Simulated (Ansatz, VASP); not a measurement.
BN in VASP and in Ansatz

INCAR

```
PREC = Accurate
ENCUT = 520
EDIFF = 1E-7
ISMEAR = 0
SIGMA = 0.017
LREAL = F
LASPH = T
NELM = 60
ALGO = Normal
ISIF = 2
LWAVE = F
LCHARG = F
GGA = PE
```

Contents of KPOINTS:

```
Automatic mesh
0
Gamma
  13 13 13
```

File POSCAR:

```
BN
1.0
    0.0000000000      1.8130010000      1.8130010000
    1.8130010000      0.0000000000      1.8130010000
    1.8130010000      1.8130010000      0.0000000000
N B
1 1
Direct
    0.2500000000      0.2500000000      0.2500000000
    0.0000000000      0.0000000000      0.0000000000
```

The input input.yaml:

```yaml
crystal:
  lattice:
    - [0.0, 1.813001, 1.813001]
    - [1.813001, 0.0, 1.813001]
    - [1.813001, 1.813001, 0.0]
  atoms:
    - { symbol: "N", position: [0.25, 0.25, 0.25] }
    - { symbol: B, position: [0.0, 0.0, 0.0] }
hamiltonian:
  xc: pbe
  pseudopotentials: { kind: paw }
kpoints:
  mp_grid: { grid: [13, 13, 13] }
scf:
  occupations: { method: gaussian, width: 0.017 }
output:
  forces: true
  stress: true
  eigenvalues: true
```

The cell is a database's computed one.

Alike in both runs: task single point; functional PBE; k mesh 13 × 13 × 13; occupations gaussian, width 0.017 eV; no spin polarisation.

|  | VASP | Ansatz |
| --- | --- | --- |
| version | VASP 6.6.1 | Ansatz 0.2.0 |
| potentials or method | VASP PAW PBE potentials, release 64 (N, B) | Ansatz PAW |
| plane-wave cutoff (eV) | 520 | 420 |
| valence electrons in the cell | 8 | 8 |

|  | VASP | Ansatz | Ansatz less VASP |
| --- | --- | --- | --- |
| gap on the k mesh at the Fermi level (eV) | 4.52 | 4.54 | +0.012 |
| least direct gap on the mesh (eV) | 8.78 | 8.79 | +0.011 |
| pressure (GPa) | -0.2 | -0.4 | -0.23 |

Caveats: an odd mesh through Γ misses points on the zone boundary, where band edges often lie (VASP); odd divisions of the mesh miss points on the zone boundary, where band edges often lie, so the gap on the mesh can be too wide (Ansatz); the pressure holds a Pulay correction of +1.1 GPa for the finite cutoff (Ansatz).
